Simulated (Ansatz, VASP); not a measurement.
**BeS in VASP and in Ansatz**

File INCAR:

```
PREC = Accurate
ENCUT = 520
EDIFF = 1E-6
ISMEAR = 0
SIGMA = 0.01
LREAL = F
LASPH = T
NELM = 60
ALGO = Normal
ISIF = 2
LWAVE = F
LCHARG = T
GGA = CA
LELF = T
LVHAR = T
NBANDS = 11
```

The input KPOINTS:

```
Automatic mesh
0
Gamma
  8 8 8
```

POSCAR

```
BeS
1.0
    2.3502046977      2.3502046977      0.0000000000
   -2.3502046977      2.3502046977      0.0000000000
    0.0000000000      2.3502046977      2.4366949823
Be S
1 1
Direct
    0.0000000000      0.0000000000      0.0000000000
    0.7500000000      0.2500000000      0.5000000000
```

Input for Ansatz:

```yaml
crystal:
  lattice:
    - [2.35020469767, 2.35020469767, 0.0]
    - [-2.35020469767, 2.35020469767, 0.0]
    - [0.0, 2.35020469767, 2.4366949823]
  atoms:
    - { symbol: Be, position: [0.0, 0.0, 0.0] }
    - { symbol: S, position: [0.75, 0.25, 0.5] }
kpoints:
  mp_grid: { grid: [8, 8, 8] }
scf:
  occupations: { method: fixed }
  convergence: { dr2_threshold: 1.0e-10 }
hamiltonian:
  xc: lda
  pseudopotentials: { kind: all_electron, lapw: { basis_error: 0.0005 } }
output:
  forces: true
  stress: true
  eigenstates:
    kpoints:
      - [0.0, 0.0, 0.0]
      - [-0.5, 0.5, 0.0]
      - [-0.5, -0.5, -0.5]
      - [0.0, 0.0, -0.5]
      - [0.0, -0.5, -0.5]
      - [0.0, 0.5, 0.0]
      - [-0.5, 0.0, 0.0]
      - [-0.5, 0.0, -0.5]
  eigenvalues: true
```

Change from the starting cell: film at in-plane strain -0.02.

Alike in both runs: task single point; functional LDA; k mesh 8 × 8 × 8; no spin polarisation.

|  | VASP | Ansatz |
| --- | --- | --- |
| version | VASP 6.6.1 | Ansatz 0.2.0 |
| potentials or method | VASP PAW LDA potentials, release 64 (Be, S) | all-electron LAPW, scalar-relativistic |
| plane-wave cutoff (eV) | 520 | see its input |
| occupations | gaussian, width 0.01 eV | fixed |

|  | VASP | Ansatz | Ansatz less VASP |
| --- | --- | --- | --- |
| gap on the k mesh at the Fermi level (eV) | 2.60 | 2.60 | -0.005 |
| pressure (GPa) | 2.6 | 2.6 | -0.07 |
| largest component of the traceless stress (GPa) | 2.60 | 2.60 | +0.006 |

Ansatz ran all-electron here, so the differences hold the error of VASP's frozen core and of both bases.

A k mesh can miss the band edges.
